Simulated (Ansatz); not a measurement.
This Ansatz input for AgBr was spoiled on purpose:

```yaml
crystal:
  lattice:
    - [0.0, 2.9202557431, 2.9202557431]
    - [2.9202557431, 0.0, 2.9202557431]
    - [2.9202557431, 2.9202557431, 0.0]
  atoms:
    - { symbol: Ag, position: [0.5, 0.5, 0.5] }
    - { symbol: Br, position: [0.0, 0.0, 0.0] }
basis:
  ecutwfc: 420
  ecutrho_ratio: 4
kpoints:
  mp_grid: { grid: [10, 10, 10] }
hamiltonian:
  xc: pbe
scf:
  occupations: { method: gaussian, width: 0.05 }
  convergence: { dr2_threshold: 0.0 }
  max_iter: 100
output:
  forces: true
  stress: true
```

Launched as:
```sh
ansatz run input.yaml --threads 4 --pin off --max-ram 7168MiB --backend cpu --events-out ev --progress --plain --runs-dir out
```

What is wrong with it?

A threshold that can't be met. Against the sound input: scf.convergence.dr2_threshold: 0.0 (the cap on iterations is only a precaution).

What the program printed:

```
Error: invalid value for `scf.convergence.dr2_threshold`: must be finite and > 0; got 0 eV
```

The input was refused before any iteration. It ran for 0.04 s on 4 threads of AMD EPYC 7R43 64-Core Processor (Zen 3), with other jobs on the host, peak memory 0.042 GiB. The run before the change (PBE, 420 eV, 10×10×10 mesh) gave:

| run | P (GPa) | gap on the mesh (eV) | cell moment (μB) | largest force component (eV/Å) |
| --- | --- | --- | --- | --- |
| sound | 0.0 | 0.69 | – | 0.000 |

The chain of runs began from a cell as deposited in COD, expanded in volume.

Of that run: Semilocal functionals underestimate band gaps, commonly by a third or more.
